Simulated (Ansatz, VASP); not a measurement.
# Cross-check of HfO2 between VASP and Ansatz, part 2 of 3

Wanted: the spread between two codes on one cell, functional and k mesh. The structure shown is the end of the Ansatz relaxation below.

VASP 6.6.1 and Ansatz 0.2.0.

So far: The starting structure; Ansatz: relaxation, PBEsol.

## (3) VASP: single point, PBEsol, pair 1

Level of this step: PBEsol; plane waves and PAW (Hf_pv, O) (VASP).

The same cell, functional, mesh and smearing now go to VASP, with its own data sets.

Lines of VASP's logs that name or quote its potential files are left out, and so is its time.

INCAR

```
SYSTEM = HfO2
PREC = Accurate
ENCUT = 600
EDIFF = 1E-06
NELM = 120
ISMEAR = -1
SIGMA = 0.02
LREAL = .FALSE.
ALGO = Normal
GGA = PS
NBANDS = 56
LASPH = .TRUE.
LORBIT = 11
LWAVE = .FALSE.
LCHARG = .FALSE.
ISIF = 2
GGA_COMPAT = .FALSE.
EFERMI = MIDGAP
KPAR = 2
```

POSCAR

```
HfO2
1.0
    5.2180764975      0.0000000000      0.0000000000
    0.0000000000      5.0049352575      0.0000000000
    0.0000000000      0.0000000000      5.0926725000
Hf O
4 8
Direct
    0.9668995473      0.7323894702      0.7517901136
    0.0331004527      0.2676105298      0.2517901136
    0.4668995473      0.2676105298      0.7517901136
    0.5331004527      0.7323894702      0.2517901136
    0.6330689657      0.9295135876      0.8918295118
    0.3669310343      0.0704864124      0.3918295118
    0.1330689657      0.0704864124      0.8918295118
    0.8669310343      0.9295135876      0.3918295118
    0.7663996140      0.4598062418      0.0003804746
    0.2336003860      0.5401937582      0.5003804746
    0.2663996140      0.5401937582      0.0003804746
    0.7336003860      0.4598062418      0.5003804746
```

KPOINTS

```
Automatic mesh
0
Gamma
6 6 6
0 0 0
```

PAW data sets: Hf_pv and O (PBE family, release 64).

Run with:

```
$ mpirun -np 2 vasp_std
```

Numbers of over 12 decimals in the logs are rounded to 6 here.

The log of the run:

```text
[banner, memory and clock lines left out]
running    2 mpi-ranks, on    1 nodes
 distrk:  each k-point on    1 cores,    2 groups
 distr:  one band on    1 cores,    1 groups

 POSCAR found type information on POSCAR HfO
 POSCAR found :  2 types and      12 ions
|                                                                             |
|               ----> ADVICE to this user running VASP <----                  |
|                                                                             |
|     You enforced a specific xc type in the INCAR file but a different       |
|     [... a line on the potential file left out ...]
|     I HOPE YOU KNOW WHAT YOU ARE DOING!                                     |
|                                                                             |

 LDA part: xc-table for (Slater+PW92), standard interpolation
 POSCAR, INCAR and KPOINTS ok, starting setup
 FFT: planning ... GRIDC
 FFT: planning ... GRID_SOFT
 FFT: planning ... GRID
 WAVECAR not read
 entering main loop
       N       E                     dE             d eps       ncg     rms          rms(c)
DAV:   1     0.593639791289E+03    0.59364E+03   -0.54589E+04  7168   0.176E+03
DAV:   2    -0.110496404936E+03   -0.70414E+03   -0.68392E+03  9088   0.433E+02
DAV:   3    -0.146463708731E+03   -0.35967E+02   -0.35818E+02  8456   0.870E+01
DAV:   4    -0.146921589432E+03   -0.45788E+00   -0.45705E+00  8928   0.107E+01
DAV:   5    -0.146928135777E+03   -0.65463E-02   -0.65444E-02  8496   0.119E+00    0.108E+02
DAV:   6    -0.127606018406E+03    0.19322E+02   -0.98789E+01  8176   0.393E+01    0.897E+01
DAV:   7    -0.127188271650E+03    0.41775E+00   -0.54452E+00  8840   0.113E+01    0.504E+01
DAV:   8    -0.127144478920E+03    0.43793E-01   -0.45153E-01  8304   0.368E+00    0.991E+00
DAV:   9    -0.127105993725E+03    0.38485E-01   -0.16518E-01  8192   0.204E+00    0.451E+00
DAV:  10    -0.127103639247E+03    0.23545E-02   -0.13476E-02  8864   0.558E-01    0.391E-01
DAV:  11    -0.127103763510E+03   -0.12426E-03   -0.11955E-03  8720   0.180E-01    0.453E-02
DAV:  12    -0.127103783168E+03   -0.19658E-04   -0.13370E-04  8544   0.580E-02    0.113E-01
DAV:  13    -0.127103782926E+03    0.24252E-06   -0.40039E-05  8696   0.281E-02    0.403E-02
DAV:  14    -0.127103782337E+03    0.58900E-06   -0.44104E-06  7640   0.121E-02
   1 F= -.12710378E+03 E0= -.12710378E+03  d E =0.000000E+00
```

OUTCAR, selected parts (step 3):

```text
ion  position               nearest neighbor table
   1  0.967  0.732  0.752-   7 2.03  10 2.12   5 2.13   9 2.14   8 2.15  11 2.23  12 2.23   4 3.41
                             4 3.41   2 3.47   2 3.47   3 3.50   3 3.50   2 3.71   2 3.71   3 3.74
   2  0.033  0.268  0.252-   8 2.03   9 2.12   6 2.13  10 2.14   7 2.15  12 2.23  11 2.23   3 3.41
                             3 3.41   1 3.47   1 3.47   4 3.50   4 3.50   1 3.71   1 3.71   4 3.74
   3  0.467  0.268  0.752-   5 2.03  12 2.12   7 2.13  11 2.14   6 2.15   9 2.23  10 2.23   2 3.41
                             2 3.41   4 3.47   4 3.47   1 3.50   1 3.50   4 3.71   4 3.71   1 3.74
   4  0.533  0.732  0.252-   6 2.03  11 2.12   8 2.13  12 2.14   5 2.15  10 2.23   9 2.23   1 3.41
                             1 3.41   3 3.47   3 3.47   2 3.50   2 3.50   3 3.71   3 3.71   2 3.74
   5  0.633  0.930  0.892-   3 2.03   1 2.13   4 2.15
   6  0.367  0.070  0.392-   4 2.03   2 2.13   3 2.15
   7  0.133  0.070  0.892-   1 2.03   3 2.13   2 2.15
   8  0.867  0.930  0.392-   2 2.03   4 2.13   1 2.15
   9  0.766  0.460  0.000-   2 2.12   1 2.14   3 2.23   4 2.23
  10  0.234  0.540  0.500-   1 2.12   2 2.14   4 2.23   3 2.23
  11  0.266  0.540  0.000-   4 2.12   3 2.14   1 2.23   2 2.23
  12  0.734  0.460  0.500-   3 2.12   4 2.14   2 2.23   1 2.23

  LATTYP: Found a simple orthorhombic cell.
 ALAT       =     5.0049352575
 B/A-ratio  =     1.0175301453
 C/A-ratio  =     1.0425862132

 Subroutine GETGRP returns: Found  4 space group operations
 (whereof  1 operations were pure point group operations)

The static configuration has the point symmetry C_1 .
 The point group associated with its full space group is C_2v.

 Found     64 irreducible k-points:

   k-points           NKPTS =     64   k-points in BZ     NKDIM =     64   number of bands    NBANDS=     56

   dimension x,y,z NGX =    42 NGY =   40 NGZ =   42
   dimension x,y,z NGXF=    84 NGYF=   80 NGZF=   84

   ENCUT  =  600.0 eV  44.10 Ry    6.64 a.u.  10.42 10.00 10.17*2*pi/ulx,y,z

   NELECT =      88.0000    total number of electrons

 k-points in reciprocal lattice and weights: Automatic mesh
   0.00000000  0.00000000  0.00000000       0.005
   0.16666667  0.00000000  0.00000000       0.009
   0.33333333  0.00000000  0.00000000       0.009
   0.50000000  0.00000000  0.00000000       0.005
   0.00000000  0.16666667  0.00000000       0.009
   0.16666667  0.16666667  0.00000000       0.019
   0.33333333  0.16666667  0.00000000       0.019
   0.50000000  0.16666667  0.00000000       0.009
   0.00000000  0.33333333  0.00000000       0.009
[...]
0.33333333  0.50000000  0.50000000       0.009
   0.50000000  0.50000000  0.50000000       0.005

 average (electrostatic) potential at core
       1 -37.1989       2 -37.1989       3 -37.1989       4 -37.1989       5 -69.8219
       6 -69.8219       7 -69.8219       8 -69.8219       9 -70.2665      10 -70.2665
      11 -70.2665      12 -70.2665

 E-fermi :   5.5386

 k-point     1 :       0.0000    0.0000    0.0000
  band No.  band energies     occupation
    ...
     40       2.3010      2.00000
     41       2.5451      2.00000
     42       3.1960      2.00000
     43       3.3215      2.00000
     44       3.3981      2.00000
     45       8.1319      0.00000
     46       8.5009      0.00000
     47       8.5933      0.00000
     48       9.0016      0.00000
     49       9.1162      0.00000
    ...

 k-point     2 :       0.1667    0.0000    0.0000
  band No.  band energies     occupation
    ...
     40       2.4168      2.00000
     41       2.6094      2.00000
     42       3.0234      2.00000
     43       3.1516      2.00000
     44       3.2537      2.00000
     45       8.1857      0.00000
     46       8.5007      0.00000
     47       8.6613      0.00000
     48       8.9656      0.00000
     49       9.1126      0.00000
    ...

 k-point     3 :       0.3333    0.0000    0.0000
  band No.  band energies     occupation
    ...
     40       2.5660      2.00000
     41       2.6180      2.00000
     42       2.8203      2.00000
     43       2.9693      2.00000
     44       3.0494      2.00000
     45       8.3174      0.00000
     46       8.5004      0.00000
     47       8.8021      0.00000
     48       8.9194      0.00000
     49       8.9685      0.00000
    ...

  Total       -2.8714189     -2.7872098     -5.5998702      0.0000000      0.0000000      0.0000000
  in kB      -34.5901526    -33.5757402    -67.4580661      0.0000000      0.0000000      0.0000000
  external PRESSURE =     -45.2079863 kB  Pullay stress =       0.0000000 kB

  energy-cutoff  :      600.00
  volume of cell :      133.00
      direct lattice vectors                 reciprocal lattice vectors
     5.218076498  0.000000000  0.000000000     0.191641499  0.000000000  0.000000000
     0.000000000  5.004935257  0.000000000     0.000000000  0.199802784  0.000000000
     0.000000000  0.000000000  5.092672500     0.000000000  0.000000000  0.196360555

 POSITION                                       TOTAL-FORCE (eV/Angst)
 -----------------------------------------------------------------------------------
      5.04536      3.66556      3.82862        -0.044615      0.000768     -0.038502
      0.17272      1.33937      1.28228         0.044615     -0.000768     -0.038502
      2.43632      1.33937      3.82862        -0.044615     -0.000768     -0.038502
      2.78176      3.66556      1.28228         0.044615      0.000768     -0.038502
      3.30340      4.65216      4.54180         0.025596      0.005072      0.013687
      1.91467      0.35278      1.99546        -0.025596     -0.005072      0.013687
      0.69436      0.35278      4.54180         0.025596     -0.005072      0.013687
      4.52371      4.65216      1.99546        -0.025596      0.005072      0.013687
      3.99913      2.30130      0.00194         0.012060      0.037246      0.024815
      1.21894      2.70363      2.54827        -0.012060     -0.037246      0.024815
      1.39009      2.70363      0.00194         0.012060     -0.037246      0.024815
      3.82798      2.30130      2.54827        -0.012060      0.037246      0.024815
 -----------------------------------------------------------------------------------
    total drift:                                0.000000      0.000000     -0.001147

  FREE ENERGIE OF THE ION-ELECTRON SYSTEM (eV)
  ---------------------------------------------------
  free  energy   TOTEN  =      -127.1037823369 eV

  energy  without entropy=     -127.1037823369  energy(sigma->0) =     -127.10378234

 total charge
# of ion       s       p       d       tot
------------------------------------------
    1        0.315   6.631   1.478   8.424
    2        0.315   6.631   1.478   8.424
    3        0.315   6.631   1.478   8.424
    4        0.315   6.631   1.478   8.424
    5        1.553   3.526   0.000   5.079
    6        1.553   3.526   0.000   5.079
    7        1.553   3.526   0.000   5.079
    8        1.553   3.526   0.000   5.079
    9        1.551   3.539   0.000   5.089
   10        1.551   3.539   0.000   5.089
   11        1.551   3.539   0.000   5.089
   12        1.551   3.539   0.000   5.089
--------------------------------------------------
tot         13.675  54.782   5.913  74.370

[... 3 further parts left out ...]
```

The gap is read on the k-mesh alone, so it is an upper bound where the band edges lie off the mesh. Harder data sets than Hf_pv exist (the GW ones), and pressures, volumes and forces can shift noticeably with them. The PAW data sets were made with PBE, which is usual practice but a small mismatch for other functionals.

## (4) Side by side

Known differences besides the potentials themselves: the data sets hold 152 valence electrons in Ansatz (on its PAW soft_1 files) and 88 in VASP; Ansatz makes its cores anew for this functional, VASP keeps those of its PBE data sets; Ansatz's pressure holds a Pulay correction, VASP's none. Total energies have different zeros and are not compared.

Compared:

| quantity | Ansatz | VASP | difference |
| --- | --- | --- | --- |
| pressure (GPa) | -1.12 | -4.52 | +3.40 |
| gap on the k mesh (eV) | 4.323 | 4.281 | +0.042 |

Forces on 7 of the 12 atoms, those with the largest forces and the largest differences (eV/Å; atoms numbered as in POSCAR):

| atom | Ansatz x, y, z | VASP x, y, z |
| --- | --- | --- |
| Hf1 | -0.001, 0.001, 0.000 | -0.045, 0.001, -0.039 |
| Hf2 | 0.001, -0.001, 0.000 | 0.045, -0.001, -0.039 |
| Hf3 | -0.001, -0.001, 0.000 | -0.045, -0.001, -0.039 |
| Hf4 | 0.001, 0.001, 0.000 | 0.045, 0.001, -0.039 |
| O10 | 0.000, 0.000, 0.000 | -0.012, -0.037, 0.025 |
| O11 | 0.000, 0.000, 0.000 | 0.012, -0.037, 0.025 |
| O12 | 0.000, 0.000, 0.000 | -0.012, 0.037, 0.025 |

The forces differ by 27 meV/Å r.m.s., where the r.m.s. force is 0.000 eV/Å in Ansatz and 0.027 eV/Å in VASP: the atoms lie near their places of rest in Ansatz, so a percentage would say little (all taken over all components). A gap on the mesh is an upper bound, since the band edges may lie between its points; neither run holds spin-orbit coupling, which can move the band edges of a compound of Hf.

## (5) Ansatz: relaxation, PBEsol

This run makes the geometry at which the two programs are then compared. The cell compared in this pair holds 133.71 Å³, against 133.00 Å³ for the pair before.

The structure compared here is the end of the Ansatz relaxation.

input.yaml

```yaml
crystal:
  lattice:
    - [5.202485855, 0.0, 0.0]
    - [0.0, 4.992729905, 0.0]
    - [0.0, 0.0, 5.143095]
  atoms:
    - { symbol: Hf, position: [0.9671098, 0.7324279, 0.7526446] }
    - { symbol: Hf, position: [0.0328902, 0.2675721, 0.2526446] }
    - { symbol: Hf, position: [0.4671098, 0.2675721, 0.7526446] }
    - { symbol: Hf, position: [0.5328902, 0.7324279, 0.2526446] }
    - { symbol: O, position: [0.6319774, 0.9282763, 0.8902418] }
    - { symbol: O, position: [0.3680226, 0.0717237, 0.3902418] }
    - { symbol: O, position: [0.1319774, 0.0717237, 0.8902418] }
    - { symbol: O, position: [0.8680226, 0.9282763, 0.3902418] }
    - { symbol: O, position: [0.7659856, 0.4596735, 0.0011137] }
    - { symbol: O, position: [0.2340144, 0.5403265, 0.5011137] }
    - { symbol: O, position: [0.2659856, 0.5403265, 0.0011137] }
    - { symbol: O, position: [0.7340144, 0.4596735, 0.5011137] }
kpoints:
  mp_grid: { grid: [6, 6, 6] }
scf:
  occupations: { method: fermi_dirac, width: 0.02 }
hamiltonian:
  xc: pbesol
  pseudopotentials: { kind: paw, azcp: { folder: soft_1 }, xc_functional: pbe }
basis:
  ecutwfc: 600
output:
  forces: true
  stress: true
relax:
  f_tol: 0.005
  max_steps: 70
  cell: { stress_tol: 0.02, p_target: 0, fix: [c, alpha, beta, gamma] }
```

Run with:

```
$ ansatz run input.yaml --threads 4 --pin off --max-ram 10240MiB --backend cpu --events-out ev --progress --plain --runs-dir out
```

The log of the run:

```text
[...]
Crystal: 12 atoms, lattice volume = 133.590 Å³
Basis set: ecut = 600 eV, 4479 PW (Γ), exchange–correlation on 90×80×90 points (8 copies of the dense FFT grid, shifted against one another)
Bands: 92, of which v1, the nominal top of the filled ones, is band 76 counted from 1 (75 counted from 0)
Symmetry: 4 space group operations
[...]
k-points: 64 of 216 (time reversal used)
[...]
- { symbol: O, position: [0.366138, 0.069586, 0.392882] }
    - { symbol: O, position: [0.133862, 0.069586, 0.892882] }
    - { symbol: O, position: [0.866138, 0.930414, 0.392882] }
    - { symbol: O, position: [0.766714, 0.459812, -7.659269420299896e-5] }
    - { symbol: O, position: [0.233286, 0.540188, 0.499923] }
    - { symbol: O, position: [0.266714, 0.540188, -7.659269420299896e-5] }
    - { symbol: O, position: [0.733286, 0.459812, 0.499923] }
[key lines of the parts left out:]
SCF converged after 6 iterations
Free energy (F): -66904.003400 eV
Fermi energy:    15.724696 eV
P = ⅓ Tr σ = -2.2438 GPa (-22.438 kbar)
```

[end of part 2 of 3]

[Lines on the potential files, build, host, timing and source positions are cut from VASP's logs without a mark.]

[Logs are printed without paths, hosts, clocks, repeated set-up lines and the standing remarks that a program may print on its own settings, such as how far it seeks lower states.]

[Hosts, paths, dates, database ids (printed as entryN), source tags and the programs' standing remarks are cut or masked in the printed files.]
